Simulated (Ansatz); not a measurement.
## Ionic part of the dielectric constant of AlAs at 50 GPa, mode by mode

All numbers below come from Ansatz, DFT PBEsol, scalar-relativistic, plane waves, PAW. Plane waves to 420 eV; Γ-centred k mesh 12×12×12; fixed occupations. No spin polarisation. Phonons by linear response, acoustic sum rule imposed.

It takes space group F-43m (No. 216, cubic). The conventional cell has a = 5.062 Å, b = 5.062 Å, c = 5.062 Å, α = 90.00°, β = 90.00°, γ = 90.00°. Around Al (site symmetry -43m) lie 4 As at 2.19 Å. As (site symmetry -43m) has 4 Al at 2.19 Å as nearest neighbours.

Other phases may be more stable at this pressure. The bands were filled as in an insulator; under compression the gap may have closed between mesh points.

The primitive cell has V = 32.42 Å³ and ε∞,xx = 8.953. Each polar mode adds Δε = (4.92064×10⁷/V)·S/ν² along x, with S its oscillator strength in e²/amu, ν in cm⁻¹ and V in Å³.

Task: From these modes, find each Δε and ε0,xx.
| ν (cm⁻¹) | S_xx (e²/amu) |
| --- | --- |
| 517.6 | 0.1932 |

Result:
```
ν (cm⁻¹)    Δε
   517.6  1.09
```

The sum is 1.094, so ε0,xx = 10.05; the run's tensor has 10.05.

Task: Where do the longitudinal modes lie for a wave vector along x?

Result: At 548 cm⁻¹. The Lyddane–Sachs–Teller product Π(ν_LO/ν_TO)² = 1.12 matches ε0/ε∞ = 1.12.

Cost: 1 run of about 1.8 core-minutes, on Arm Neoverse V1 (shared hosts).

The static dielectric response of compressed AlAs is mainly electronic: the lattice adds only 1.09 to an ε∞ of 8.953. With two atoms per primitive cell, zinc blende has a single threefold-degenerate polar optical mode, so one frequency carries the whole ionic term and cubic symmetry makes it isotropic. Light Al does most of the moving, but the masses cancel in S/ν², leaving the squared effective charge divided by the restoring force constant. The small lattice term therefore reflects a stiff, largely covalent sp³ bond whose polarity is only moderate. Compression probably reinforces this by stiffening the bond-stretching motion.

The same effective charge, screened by the electrons, creates the macroscopic field that lifts the longitudinal mode from 517.6 to 548 cm⁻¹. The Lyddane–Sachs–Teller agreement confirms internal consistency but is no independent test of the dielectric constant, since both sides rest on the same charges, frequency and ε∞. A single volume also cannot separate the effect of pressure on the effective charge from that on the force constant.
